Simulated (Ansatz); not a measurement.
Crystal: Sn.

```
Sn
1.0
    -2.94014    2.94014    1.59930
     2.94014   -2.94014    1.59930
     2.94014    2.94014   -1.59930
Sn
2
Direct
  0.00000 0.00000 0.00000
  0.75000 0.25000 0.50000
```

```yaml
Program: Ansatz 0.2.0
Task: relaxation of cell and atoms
Functional: LDA
Potentials_or_basis: all-electron LAPW, scalar-relativistic
Basis_error_allowed: 0.001 eV/atom
k_mesh: 9 × 9 × 9
Occupations: fermi-dirac, width 0.05 eV
Spin: no spin polarisation
```

At the start: volume 27.65 Å³/atom.

How do energy, volume and symmetry change on relaxing?

Over 7 steps the energy falls by 13.8 meV/atom and the volume is 26.18 Å³/atom (-5.3 %); space group I4_1/amd (No. 141, to 0.05 Å).

The path:
```tsv
step	energy change (eV)	largest force (eV/Å)	volume (Å³)
1	0.0000	0.0000	55.30
2	-0.0228	0.0000	51.25
3	-0.0276	0.0000	52.48
4	-0.0276	0.0000	52.37
5	-0.0276	0.0000	52.37
6	-0.0276	0.0000	52.36
7	-0.0276	0.0000	52.36
```

Final structure:
```cif
data_structure
_symmetry_space_group_name_H-M 'P 1'
_symmetry_Int_Tables_number 1
_cell_length_a 4.3807
_cell_length_b 4.3807
_cell_length_c 4.3807
_cell_angle_alpha 97.316
_cell_angle_beta 97.316
_cell_angle_gamma 138.185
_cell_volume 52.36
loop_
_atom_site_label
_atom_site_type_symbol
_atom_site_fract_x
_atom_site_fract_y
_atom_site_fract_z
_atom_site_occupancy
Sn1 Sn 0.00000 0.00000 0.00000 1
Sn2 Sn 0.75000 0.25000 0.50000 1
```
